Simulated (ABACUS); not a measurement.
Set up this calculation in ABACUS 3.10.1, as the native input.

| Quantity | Value |
| --- | --- |
| Task | single point |
| Functional | PBE |
| Potentials or basis | PseudoDojo NC SR 0.4.1 PBE standard |
| Cutoff | 1211 eV |
| Density cutoff | 4844 eV |
| Basis | plane waves |
| k mesh | 7 × 7 × 7 |
| Occupations | fermi-dirac, width 0.05 eV |
| Spin | no spin polarisation |
| Radial cutoff of the potentials (pseudo_rcut) | 10 bohr |
| SCF threshold on the density | 1e-08 |
| Max SCF steps | 100 |
| Eigensolver | dav |
| Mixing | broyden |
| Mixing share | 0.7 |
| Symmetry key | 1 |
| Bands | 16 |

Na2S:

```
S Na
1.0
     0.00000    3.27350    3.27350
     3.27350    0.00000    3.27350
     3.27350    3.27350    0.00000
S Na
1 2
Direct
  0.00245 0.99582 0.99954
  0.74286 0.74676 0.75882
  0.26369 0.24206 0.24239
```

The cell isn't the ideal one: atoms moved at random, drawn with an rms of 0.05 Å.

One way to write it, as run:

INPUT

```
INPUT_PARAMETERS
suffix              Na2S
calculation         scf
basis_type          pw
pseudo_dir          ./
symmetry            1
dft_functional      pbe
ecutwfc             89
pseudo_rcut         10
nspin               1
nbands              16
ks_solver           dav
smearing_method     fd
smearing_sigma      0.00367493
scf_thr             1e-08
scf_nmax            100
mixing_type         broyden
mixing_beta         0.7
cal_force           1
cal_stress          1
kpar                4
```

STRU

```
ATOMIC_SPECIES
S 32.0600 S.upf
Na 22.9898 Na.upf

LATTICE_CONSTANT
1.8897261246

LATTICE_VECTORS
0.0000000000 3.2735000000 3.2735000000
3.2735000000 0.0000000000 3.2735000000
3.2735000000 3.2735000000 0.0000000000

ATOMIC_POSITIONS
Direct

S
0.0
1
0.0024510000 -0.0041760000 -0.0004570000 1 1 1

Na
0.0
2
0.7428650000 0.7467610000 0.7588160000 1 1 1
0.2636860000 0.2420640000 0.2423930000 1 1 1
```

KPT

```
K_POINTS
0
Gamma
7 7 7 0 0 0
```

Potentials or basis: PseudoDojo NC SR 0.4.1 PBE standard, plane waves.

Run with:

```bash
$ OMP_NUM_THREADS=1 mpirun -np 4 abacus > log
```

It gave:

| Property | Result |
| --- | --- |
| Pressure | 0.3 GPa |
| Largest force | 0.135 eV/Å |
| Band gap on the k mesh | 2.45 eV, direct |

Run time: 39 s on 4 MPI ranks on AMD EPYC 9R45 96-Core Processor (Zen 5) (shared host), peak memory 0.84 GiB a rank.
